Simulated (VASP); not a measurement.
# Si (Fd-3m) in VASP: further runs

One crystal, Si, is run at these levels: PBE; tasks: single point.

Program: VASP 6.6.1. These are calculated values, not measurements. Logs are shortened: lines on timing, memory, paths and dates and some standing lists are left out, and cuts for length are marked.

## 1. The undisturbed crystal

Symmetry: Fd-3m, No. 227, cubic system. Conventional cell: a = 5.444 Å, b = 5.444 Å, c = 5.444 Å, α = 90.00°, β = 90.00°, γ = 90.00°. Si (site symmetry -43m) has 4 Si at 2.36 Å as nearest neighbours.

## 2. Single point, PBE (grid = ENCUT=350 dk=0.45 cell=3x3x2 ISMEAR=0 SIGMA=0.05 LREAL=Auto EDIFF=1e-06)

Contents of INCAR:

```
SYSTEM = TiSi35
PREC = Accurate
ENCUT = 350
EDIFF = 1E-6
ISMEAR = 0
SIGMA = 0.05
LREAL = Auto
LASPH = .True.
NELM = 120
ALGO = Fast
ISIF = 2
LWAVE = .False.
LCHARG = .False.
GGA = PE
NBANDS = 88
```

Contents of KPOINTS:

```
regular mesh
0
Gamma
  2 2 3
  0 0 0
```

Contents of POSCAR:

```
TiSi35
1.0
    0.0000000000      8.1655535595      8.1655535595
    8.1655535595      0.0000000000      8.1655535595
    5.4437023730      5.4437023730      0.0000000000
Ti Si
1 35
Direct
    0.1666666667      0.1666666667      0.2500000000
    0.1666666667      0.1666666667      0.7500000000
    0.1666666667      0.5000000000      0.2500000000
    0.1666666667      0.5000000000      0.7500000000
    0.1666666667      0.8333333333      0.2500000000
    0.1666666667      0.8333333333      0.7500000000
    0.5000000000      0.1666666667      0.2500000000
    0.5000000000      0.1666666667      0.7500000000
    0.5000000000      0.5000000000      0.2500000000
    0.5000000000      0.5000000000      0.7500000000
    0.5000000000      0.8333333333      0.2500000000
    0.5000000000      0.8333333333      0.7500000000
    0.8333333333      0.1666666667      0.2500000000
    0.8333333333      0.1666666667      0.7500000000
    0.8333333333      0.5000000000      0.2500000000
    0.8333333333      0.5000000000      0.7500000000
    0.8333333333      0.8333333333      0.2500000000
    0.8333333333      0.8333333333      0.7500000000
    0.2500000000      0.2500000000      0.3750000000
    0.2500000000      0.2500000000      0.8750000000
    0.2500000000      0.5833333333      0.3750000000
    0.2500000000      0.5833333333      0.8750000000
    0.2500000000      0.9166666667      0.3750000000
    0.2500000000      0.9166666667      0.8750000000
    0.5833333333      0.2500000000      0.3750000000
    0.5833333333      0.2500000000      0.8750000000
    0.5833333333      0.5833333333      0.3750000000
    0.5833333333      0.5833333333      0.8750000000
    0.5833333333      0.9166666667      0.3750000000
    0.5833333333      0.9166666667      0.8750000000
    0.9166666667      0.2500000000      0.3750000000
    0.9166666667      0.2500000000      0.8750000000
    0.9166666667      0.5833333333      0.3750000000
    0.9166666667      0.5833333333      0.8750000000
    0.9166666667      0.9166666667      0.3750000000
    0.9166666667      0.9166666667      0.8750000000
```

Potentials or basis: VASP PAW PBE potentials, release 64 (Ti_sv, Si).

Started as:

```sh
$ cat potpaw_PBE.64/Ti_sv/POTCAR potpaw_PBE.64/Si/POTCAR > POTCAR
$ mpirun -np 1 vasp_std > vasp.out
```

OUTCAR:

```text
SYSTEM = TiSi35
   PREC = Accurate
   ENCUT = 350
   EDIFF = 1E-6
   ISMEAR = 0
   LREAL = Auto
   LASPH = .True.
   NELM = 120
   ISIF = 2
   GGA = PE

 Found      6 irreducible k-points:

 Following reciprocal coordinates:
            Coordinates               Weight
  0.000000  0.000000  0.000000      1.000000
  0.500000  0.000000  0.000000      2.000000
  0.500000  0.500000  0.000000      1.000000
  0.000000  0.000000  0.333333      2.000000
  0.500000  0.000000  0.333333      4.000000
  0.500000  0.500000  0.333333      2.000000
   k-points           NKPTS =      6   k-points in BZ     NKDIM =      6   number of bands    NBANDS=     88
   number of dos      NEDOS =    301   number of ions     NIONS =     36
   total plane-waves  NPLWV = 235200
   dimension x,y,z NGX =    70 NGY =   70 NGZ =   48
   dimension x,y,z NGXF=   140 NGYF=  140 NGZF=   96
   ions per type =               1  35
   NGX,Y,Z   is equivalent  to a cutoff of  10.08, 10.08, 10.37 a.u.
   NGXF,Y,Z  is equivalent  to a cutoff of  20.15, 20.15, 20.73 a.u.
 SYSTEM =  TiSi35
   PREC   = accura    normal or accurate (medium, high low for compatibility)
   ISTART =      0    job   : 0-new  1-cont  2-samecut
   ICHARG =      2    charge: 1-file 2-atom 10-const
   ISPIN  =      1    spin polarized calculation?
   LNONCOLLINEAR =      F non collinear calculations
   LSORBIT =      F    spin-orbit coupling
   LASPH  =      T    aspherical Exc in radial PAW
   ENCUT  =  350.0 eV  25.72 Ry    5.07 a.u.  17.62 17.62 11.74*2*pi/ulx,y,z
   NELM   =    120;   NELMIN=  2; NELMDL= -5     # of ELM steps
   EDIFF  = 0.1E-05   stopping-criterion for ELM
   LREAL  =      T    real-space projection
   EDIFFG = 0.1E-04   stopping-criterion for IOM
   NSW    =      0    number of steps for IOM
   IBRION =     -1    ionic relax: 0-MD 1-quasi-New 2-CG
   NFREE  =      0    steps in history (QN), initial steepest desc. (CG)
   ISIF   =      2    stress and relaxation
   ISYM   =      2    0-nonsym 1-usesym 2-fastsym
   POTIM  = 0.5000    time-step for ionic-motion
   TEBEG  =    0.0;   TEEND  =   0.0 temperature during run
   PSTRESS=    0.0 pullay stress
   NELECT =     152.0000    total number of electrons
   NUPDOWN=      -1.0000    fix difference up-down
   EMIN   =  10.00;   EMAX   =-10.00  energy-range for DOS
   EFERMI =   0.00;   METHOD = LEGACY
   ISMEAR =     0;   SIGMA  =   0.05  broadening in eV -4-tet -1-fermi 0-gaus
   EFERMI_NEDOS =   21; number of points for ismear=-14 and -15
   IALGO  =     68    algorithm
   IMIX   =      4    mixing-type and parameters
     AMIX     =   0.40;   BMIX     =  1.00
     AMIX_MAG =   1.60;   BMIX_MAG =  1.00
  volume/ion in A,a.u.               =      20.16       136.08
  Fermi-wavevector in a.u.,A,eV,Ry     =   0.972130  1.837058 12.857994  0.945036
  Thomas-Fermi vector in A             =   2.102403
   LORBIT       =      0    0 simple, 1 ext, 2 COOP (PROOUT), +10 PAW based schemes
   GGA     = PE    functional components
   LHFCALC =     F    Hartree Fock is set to
   AEXX    =    0.0000 exact exchange contribution
   IVDW    =     0    specifies the selected vdW correction
   LEPSILON=     F    determine dielectric tensor
   LRPA    =     F    only Hartree local field effects (RPA)
 non-spin polarized calculation
 RMM-DIIS sequential band-by-band and
 Gauss-broadening in eV      SIGMA  =   0.05
  energy-cutoff  :      350.00
  volume of cell :      725.93
 maximum number of plane-waves:     10855
   NGX = 35   NGY = 35   NGZ = 23

 number of electron     151.9999991 magnetization

 Free energy of the ion-electron system (eV)
  ---------------------------------------------------
  ext. energy  EPLUGINS =         0.00000000
  ---------------------------------------------------
  free energy    TOTEN  =      -194.58641271 eV

  energy without entropy =     -194.58641270  energy(sigma->0) =     -194.58641271

 E-fermi :   5.7829     XC(G=0):  -9.4117

 val. band max:        5.5972997174   @ k =   0.0000   0.0000   0.0000
 cond. band min:       5.9688677766   @ k =   0.5000   0.5000   0.0000
 fundamental gap:      0.3715680592
 Fermi energy:         5.7829465149

 k-point     1 :       0.0000    0.0000    0.0000
  band No.  band energies     occupation
      1     -50.8054      2.00000
      2     -27.1598      2.00000
      3     -27.1524      2.00000
      4     -27.1405      2.00000
      5      -6.0751      2.00000
      6      -4.7793      2.00000
[... 80 lines left out ...]
     87       7.4851      0.00000
     88       7.5120      0.00000

 k-point     2 :       0.5000    0.0000    0.0000
  band No.  band energies     occupation
      1     -50.8052      2.00000
      2     -27.1597      2.00000
      3     -27.1523      2.00000
      4     -27.1404      2.00000
      5      -5.7773      2.00000
      6      -5.6578      2.00000
[... 80 lines left out ...]
     87       7.8213      0.00000
     88       7.8423      0.00000

 k-point     3 :       0.5000    0.5000    0.0000
  band No.  band energies     occupation
      1     -50.8052      2.00000
      2     -27.1597      2.00000
      3     -27.1523      2.00000
      4     -27.1404      2.00000
      5      -5.6515      2.00000
      6      -5.5589      2.00000
[... 80 lines left out ...]
     87       7.5528      0.00000
     88       7.7564      0.00000

 k-point     4 :       0.0000    0.0000    0.3333
  band No.  band energies     occupation
      1     -50.8054      2.00000
      2     -27.1598      2.00000
      3     -27.1524      2.00000
      4     -27.1405      2.00000
      5      -5.7233      2.00000
      6      -4.8508      2.00000
[... 80 lines left out ...]
     87       7.5884      0.00000
     88       7.6444      0.00000

 k-point     5 :       0.5000    0.0000    0.3333
  band No.  band energies     occupation
      1     -50.8052      2.00000
      2     -27.1597      2.00000
      3     -27.1523      2.00000
      4     -27.1404      2.00000
      5      -5.6075      2.00000
      6      -5.1908      2.00000
[... 80 lines left out ...]
     87       8.0544      0.00000
     88       8.0806      0.00000

 k-point     6 :       0.5000    0.5000    0.3333
  band No.  band energies     occupation
      1     -50.8052      2.00000
      2     -27.1597      2.00000
      3     -27.1523      2.00000
      4     -27.1404      2.00000
      5      -5.7242      2.00000
      6      -5.1469      2.00000
[... 80 lines left out ...]
     87       8.1641      0.00000
     88       8.5418      0.00000

------------------------ aborting loop because EDIFF is reached ----------------------------------------

  FORCE on cell =-STRESS in cart. coord.  units (eV):
  Direction    XX          YY          ZZ          XY          YZ          ZX
  --------------------------------------------------------------------------------------
  -------------------------------------------------------------------------------------
  Total       11.8501337     11.8501337     11.7779775      0.0143565      0.0195327      0.0195320
  in kB       26.1540049     26.1540049     25.9947515      0.0316858      0.0431100      0.0431085
  external PRESSURE =      26.1009204 kB  Pullay stress =       0.0000000 kB

 VOLUME and BASIS-vectors are now :
 -----------------------------------------------------------------------------
  energy-cutoff  :      350.00
  volume of cell :      725.93
      direct lattice vectors                 reciprocal lattice vectors
     0.000000000  8.165553559  8.165553559    -0.061232836  0.061232836  0.061232836
     8.165553559  0.000000000  8.165553559     0.061232836 -0.061232836  0.061232836
     5.443702373  5.443702373  0.000000000     0.091849254  0.091849254 -0.091849254

 POSITION                                       TOTAL-FORCE (eV/Angst)
 -----------------------------------------------------------------------------------
      2.72185      2.72185      2.72185        -0.065564     -0.065564     -0.029124
      5.44370      5.44370      2.72185         0.008175      0.008175     -0.087847
      5.44370      2.72185      5.44370         0.044229     -0.034826      0.031268
      8.16555      5.44370      5.44370         0.036823     -0.040359      0.032287
      8.16555      2.72185      8.16555        -0.019076     -0.042551     -0.034005
     10.88740      5.44370      8.16555         0.037360      0.033995     -0.029689
[... 28 lines left out ...]
      9.52648      9.52648     14.97018         0.003414      0.003414      0.015004
     12.24833     12.24833     14.97018        -0.006186     -0.006186     -0.000374
 -----------------------------------------------------------------------------------
    total drift:                               -0.001154     -0.001154     -0.006807

  FREE ENERGIE OF THE ION-ELECTRON SYSTEM (eV)
  ---------------------------------------------------
  free  energy   TOTEN  =      -194.5864127091 eV

  energy  without entropy=     -194.5864127042  energy(sigma->0) =     -194.58641271
```

It took 9.4 min on 1 thread of Intel Xeon 6975P-C (Granite Rapids), shared host; peak memory 0.56 GiB.

The run converged, but some of its settings lie outside the range that counts as converged, so its numbers aren't taken as properties of the crystal.

Results:

```
Free energy            : -194.5864 eV
Pressure               : 2.6 GPa
Largest force          : 1.766 eV/Å
Band gap on the k mesh : 0.37 eV, indirect (least direct gap 0.39 eV)
```

## 3. Single point, PBE (grid = ENCUT=350 dk=0.45 cell=3x3x2 ISMEAR=0 SIGMA=0.2 LREAL=Auto EDIFF=1e-06)

INCAR: that of step 2 with these lines changed.

```diff
@@ -5,3 +5,3 @@
 ISMEAR = 0
-SIGMA = 0.05
+SIGMA = 0.2
 LREAL = Auto
```

KPOINTS is that of step 2.

POSCAR is that of step 2.

Potentials or basis: VASP PAW PBE potentials, release 64 (Ti_sv, Si).

Started as:

```sh
$ cat potpaw_PBE.64/Ti_sv/POTCAR potpaw_PBE.64/Si/POTCAR > POTCAR
$ mpirun -np 1 vasp_std > vasp.out
```

It took 11 min on 1 thread of Intel Xeon 6975P-C (Granite Rapids), shared host; peak memory 0.56 GiB.

These settings aren't checked as converged: the numbers below hold their error.

What came out:

```yaml
Free_energy: -194.5916 eV
Pressure: 2.6 GPa
Largest_force: 1.760 eV/Å
Band_gap_on_the_k_mesh: 0.38 eV, indirect (least direct gap 0.40 eV)
```

## 4. Single point, PBE (grid = ENCUT=350 dk=0.45 cell=3x3x2 ISMEAR=0 SIGMA=0.05 LREAL=Auto EDIFF=0.0001)

INCAR: that of step 3 with these lines changed.

```diff
@@ -3,5 +3,5 @@
 ENCUT = 350
-EDIFF = 1E-6
+EDIFF = 1E-4
 ISMEAR = 0
-SIGMA = 0.2
+SIGMA = 0.05
 LREAL = Auto
```

KPOINTS is that of step 3.

POSCAR is that of step 3.

Started as:

```sh
$ cat potpaw_PBE.64/Ti_sv/POTCAR potpaw_PBE.64/Si/POTCAR > POTCAR
$ mpirun -np 1 vasp_std > vasp.out
```

Run time: 4 min. Hardware: 1 thread of Intel Xeon 6975P-C (Granite Rapids), shared host; peak memory 0.55 GiB.

These settings aren't checked as converged: the numbers below hold their error.

What came out:

* Free energy: -194.5871 eV
* Pressure: 2.5 GPa
* Largest force: 1.807 eV/Å
* Band gap on the k mesh: 0.38 eV, indirect (least direct gap 0.40 eV)

## 5. For comparison

An earlier run on the cell as given: functional PBE; potentials or basis VASP PAW PBE potentials, release 64 (Si); cutoff 520 eV; k mesh 8 × 8 × 8; occupations fermi-dirac, width 0.05 eV; no spin polarisation.

* Pressure: 1.3 GPa
* Band gap on the k mesh: 0.63 eV, indirect (least direct gap 2.56 eV)
